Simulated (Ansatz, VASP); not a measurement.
# One calculation of AlP, two programs

```
Al P
1.0
     0.00000    2.73648    2.73648
     2.73648    0.00000    2.73648
     2.73648    2.73648    0.00000
Al P
1 1
Cartesian
  0.0000 0.0000 0.0000
  4.1047 4.1047 4.1047
```

The cell is a database's computed one.

Alike in both runs: task single point; functional PBE; k mesh 4 × 4 × 4; occupations gaussian, width 0.1 eV; no spin polarisation.

|  | VASP | Ansatz |
| --- | --- | --- |
| version | VASP 6.6.1 | Ansatz 0.2.0 |
| potentials or method | VASP PAW PBE potentials, release 64 (Al, P) | scalar-relativistic, plane waves, PAW |
| plane-wave cutoff (eV) | 520 | 420 |
| valence electrons in the cell | 8 | 8 |

Ansatz gave:

```
gap on the k mesh at the Fermi level (eV) : 1.57
least direct gap on the mesh (eV)         : 3.24
pressure (GPa)                            : 2.0
```

Problem. Estimate VASP's values.

Solution. gap on the k mesh at the Fermi level (eV): 1.57; least direct gap on the mesh (eV): 3.24; pressure (GPa): 1.9.

The functional is the same, so the differences come from potentials, cutoffs and numerics.

Caveats: the k mesh is coarse (spacing up to 0.50 Å⁻¹), so the values aren't converged. A k mesh can miss the band edges.
